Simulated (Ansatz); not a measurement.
An Ansatz run on Si in the lonsdaleite structure left the output below. The cell was relaxed with r2SCAN and then strained (epitaxial +1.0 % in the xy plane, free normal strain -0.28 %), with the atoms relaxed again with r2SCAN; k points keep the names of the unstrained zone.

The cell:
```
CELL_PARAMETERS angstrom
3.87045 0.00000 0.00000
-1.93523 3.35191 0.00000
0.00000 0.00000 6.32341
ATOMIC_POSITIONS crystal
Si 0.33333 0.66667 0.99977
Si 0.66667 0.33333 0.49977
Si 0.33333 0.66667 0.37523
Si 0.66667 0.33333 0.87523
```

Output, abridged:
```
Pseudopotential: Si, paw, valence charge 4, recommended cutoff 500 eV (meta_gga)
Functional definition: r2SCAN
Crystal: 4 atoms, lattice volume = 82.036 Å³
Basis set: ecut = 500 eV, 2093 PW (Γ)
Bands: 12, of which v1, the nominal top of the filled ones, is band 8 counted from 1 (7 counted from 0)
Symmetry: 24 space group operations
k-points: 47 of 144 (irreducible under 2 space group operations, time reversal used)
Free energy (F): -2556.180756 eV
Fermi energy:    6.141436 eV
--- Dielectric response (ions clamped): 3 representative field directions + reference, inside a basis on a mesh of 1568 k-points ---
  ε∞ (high-frequency dielectric tensor):
       11.496097     0.000000     0.000000
        0.000000    11.496097     0.000000
        0.000000     0.000000    12.250016
  Born effective charges Z* (e; rows j = field, columns β = displacement):
    site 0:
         0.00000    0.00000    0.00000
         0.00000    0.00000    0.00000
         0.00000    0.00000    0.00000
    site 1:
         0.00000    0.00000    0.00000
         0.00000    0.00000    0.00000
         0.00000    0.00000    0.00000
    site 2:
         0.00000    0.00000    0.00000
         0.00000    0.00000    0.00000
         0.00000    0.00000    0.00000
    site 3:
         0.00000    0.00000    0.00000
         0.00000    0.00000    0.00000
         0.00000    0.00000    0.00000
  ε∞ is read to err by 6.0e-2, Z* by 5.3e-3 e
```

Q: What input produced it? Give the YAML.

A:
```yaml
crystal:
  # lattice and atoms as above
kpoints:
  mp_grid: { grid: [6, 6, 4] }
hamiltonian:
  xc: r2scan
scf:
  occupations: { method: fixed }
dielectric: {}
```
A response with clamped ions alone is the dielectric block. Keys that aren't typed take their defaults; thresholds and the kind of smearing can't be read off these lines.

Command: `ansatz run input.yaml --threads 2 --pin off --max-ram 18432MiB --backend cpu --events-out ev --progress --plain --runs-dir out`.

Q: It ran on 2 threads of AMD EPYC 7R13 Processor (Zen 3), with other jobs on the host. About how long did it take, and how much host memory at the peak?

A: About 68 s, with a peak of 1.7 GiB.

(Simulation; spin polarisation is off.)
